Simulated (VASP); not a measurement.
LiF, 2 atoms in the cell. Symmetry: Fm-3m, No. 225, cubic system. The conventional cell has a = 4.083 Å, b = 4.083 Å, c = 4.083 Å, α = 90.00°, β = 90.00°, γ = 90.00°. Li (site symmetry m-3m) is surrounded by 6 F at 2.04 Å. F (site symmetry m-3m) has 6 Li at 2.04 Å as nearest neighbours. The cell is a database's computed one.

```yaml
Program: VASP 6.6.1
Task: relaxation of cell and atoms
Functional: r2SCAN
Potentials_or_basis: VASP PAW PBE potentials, release 64 (Li_sv, F)
Cutoff: 600 eV
k_mesh: 10 × 10 × 10
Occupations: gaussian, width 0.02 eV
Spin: no spin polarisation
Further_INCAR_settings: ALGO = Normal; EDIFF = 1e-07; IBRION = 2; EDIFFG = -0.005; NSW = 90; ISIF = 3
```

Potentials or basis: VASP PAW PBE potentials, release 64 (Li_sv, F).

Command:

```bash
$ cat potpaw_PBE.64/Li_sv/POTCAR potpaw_PBE.64/F/POTCAR > POTCAR
$ mpirun -np 1 vasp_std > vasp.out
```

Hardware: 1 thread of Intel(R) Xeon(R) Platinum 8488C (Sapphire Rapids), on a shared host.

Problem. How long does it take, and how much memory?

Solution. Run time: 76 s on 1 thread of Intel(R) Xeon(R) Platinum 8488C (Sapphire Rapids) (shared host), peak memory 0.13 GiB. Counts: scf iterations 56, k points 47, ion steps 4.
